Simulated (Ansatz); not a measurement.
Wires are cut from relaxed bulk ZnS (F-43m, 19.20 Å³/atom, gap on the mesh 2.09 eV); atoms and period are relaxed, and energies count from that bulk.

Computed with Ansatz, DFT PBEsol, scalar-relativistic, plane waves, PAW.

Cutoff 420 eV, Gaussian smearing of 0.05 eV, energies at zero smearing, symmetry of each start kept, collinear spin where a moment is listed.

```json
{"start": "[110] wire, 14 host atoms a period*", "atoms": "14", "k mesh": "1×1×9", "excess energy (eV per host atom)": "0.364", "line energy (eV/Å)": "1.375", "period (Å)": "3.706", "gap on the mesh (eV)": "0.70", "size of the moment (μB per cell)": "0.00"}
{"start": "[110] wire, 16 host atoms a period", "atoms": "16", "k mesh": "1×1×9", "excess energy (eV per host atom)": "0.297", "line energy (eV/Å)": "1.259", "period (Å)": "3.777", "gap on the mesh (eV)": "1.08", "size of the moment (μB per cell)": "0.00"}
```

* ends far from its start.

The gap is read on a mesh, which can miss the band edges, so it can be too wide.

Each run keeps its start's symmetry and one magnetic start, so lower states can exist.

Cost: 2 runs of about 91 core-minutes in all, on Intel Xeon Platinum 8259CL (Skylake/Cascade Lake) (shared hosts).